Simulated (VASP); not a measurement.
Runs of VASP 6.6.1 on Sn. Symmetry: Im-3m, No. 229, cubic system. Conventional cell: a = 3.789 Å, b = 3.789 Å, c = 3.789 Å, α = 90.00°, β = 90.00°, γ = 90.00°. Around Sn (site symmetry m-3m) lie 8 Sn at 3.28 Å. This isn't the form of Sn at room conditions, which is tetragonal (white tin).

```tsv
level	gap on the mesh (eV)	pressure (GPa)	relaxed volume (Å³/atom)
PBE+D3	none	0.0	26.69
PBE+D2	none	0.0	27.55
PBE+dDsC	none	0.0	26.46
PBE+TS	none	0.0	(a)
PBE+rVV10	none	0.0	(b)
```

Alike in all rows: task relaxation of cell and atoms; potentials or basis VASP PAW PBE potentials, release 64 (Sn_d); no spin polarisation; cell relaxed; k mesh 10 × 10 × 10; cutoff (eV) 600; smearing fermi-dirac 0.05 eV.

Q: Estimate the missing entries.

A: (a) 26.21; (b) 26.93.

Caveats: pairwise dispersion overbinds metals, which lowers pressure and volume; atom-pairwise D2, TS and ULG terms overbind metals (some runs).

A k mesh can miss the band edges, and the runs leave out spin-orbit coupling on Sn.

A gap of «none» marks a metal or a gap under the smearing width.
